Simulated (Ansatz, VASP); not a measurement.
One calculation of Hf, two programs

```
Hf
1.0
    -0.04347    2.20748    2.21336
     2.16276   -0.04267    2.21256
     2.17201    2.21592   -0.05192
Hf
1
Direct
  0.00193 0.98878 0.99658
```

Change from the starting cell: cell strained at random at fixed volume.

Alike in both runs: task single point; functional PBEsol; k mesh 10 × 10 × 10; occupations fermi-dirac, width 0.05 eV; no spin polarisation.

```csv
,VASP,Ansatz
version,VASP 6.6.1,Ansatz 0.2.0
potentials or method,"VASP PAW PBE potentials, release 64 (Hf_pv)",Ansatz PAW
plane-wave cutoff (eV),520,420
valence electrons in the cell,10,26
```

```csv
,VASP,Ansatz,Ansatz less VASP
gap on the k mesh at the Fermi level (eV),none,none,-
pressure (GPa),-2.0,-1.6,+0.39
largest component of the traceless stress (GPa),1.74,1.73,-0.005
```

A gap of «none» marks a metal or a gap that the smearing closes. The two sets of potentials don't hold the same shells in valence.

Caveats: the PAW data sets were made with another functional, which shifts forces and pressure a little (VASP); the PAW data sets come from PBE, with cores solved anew for the run's functional, which leaves a small shift of forces and pressure (Ansatz). Spin-orbit coupling is left out, which matters for the levels of Hf.
